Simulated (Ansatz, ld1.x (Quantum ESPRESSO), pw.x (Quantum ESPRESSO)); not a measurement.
**Equation-of-state test of one TM potential (Rb)**

```json
{"Element": "rubidium (Rb)", "Generator": "ld1.x (Quantum ESPRESSO) 7.5", "Type": "norm-conserving Troullier–Martins (Kleinman–Bylander form)", "Functional": "PBE", "Relativity": "scalar-relativistic", "Frozen core": "[Kr]", "Valence charge": "1", "Reference configuration": "5s1 5p0", "Partial waves": "5p (bound, empty): rc 4.20 bohr; 4d channel at 0.45 Ry: rc 4.50 bohr; 5s (bound): rc 3.45 bohr", "Local potential": "the s channel", "Core correction": "none"}
```

Atomic tests: cutoffs needed: 6 Ry and 6 Ry (the cutoffs (Ry, on a coarse ladder) from which the occupation-weighted sum of valence levels, in a spherical-Bessel basis at the reference potential, stays within 10 and 1 mRy of its value at 400 Ry); ghost test: no extra level below or beside the all-electron valence levels (p, d, s, f tested) (spherical-Bessel basis up to 400 Ry, 20 bohr box); largest excitation error: +79 meV (all-electron minus pseudo) for 5s0 5p1, out of 2 test configurations.

Crystal test: diamond Rb in pw.x 7.5, no spin, 8³ k-points, Fermi–Dirac smearing 0.01 Ry, cutoffs 35/140 Ry. The reference is all-electron LAPW (Ansatz 0.2.0) with the same functional, mesh and smearing; V0 and B0 come from Birch–Murnaghan fits to the pressures at five volumes. Errors are pseudo minus all-electron; Δ is the rms difference of the E(V) curves that follow from these fits, minima aligned, over ±6 % about the mean V0. Mesh and smearing are coarse, so the numbers serve the comparison and aren't converged zero-temperature values; the lattice is a test structure that the element need not adopt.

```
V (Å³/atom)  P all-electron (GPa)  P pseudo (GPa)
    134.625                  0.05            0.08
    138.168                  0.02            0.06
    141.711                 -0.00            0.03
    145.254                 -0.02            0.01
    148.797                 -0.04           -0.01
```

All-electron: a0 = 10.418 Å (V0 = 141.33 Å³/atom), B0 = 0.9 GPa.

Pseudopotential: mean pressure error (GPa): +0.03; a0 (Å): 10.547; a0 error (%): +1.24; B0 error (%): -8.9; Δ (meV/atom): 1.0. The largest radius (4.50 bohr) exceeds half the bond length (4.27 bohr), so the spheres overlap, which is one possible source of error among others. This is a poor potential for the solid.

Question: At the middle volume, how do free energy and pressure move when the wave cutoff is lowered (ecutrho kept at four times it)?

Answer:

```
cutoff (Ry)  shift of F (meV/atom)  shift of P (GPa)
         16                   +5.5             +0.03
         21                   +4.9             +0.02
         28                   +3.3             +0.02
```

The run at the middle volume (29 k-points, 7 iterations) took about 19 s on one core of a shared host (Intel(R) Xeon(R) 6975P-C, 192 threads, 756 GiB, load 100).
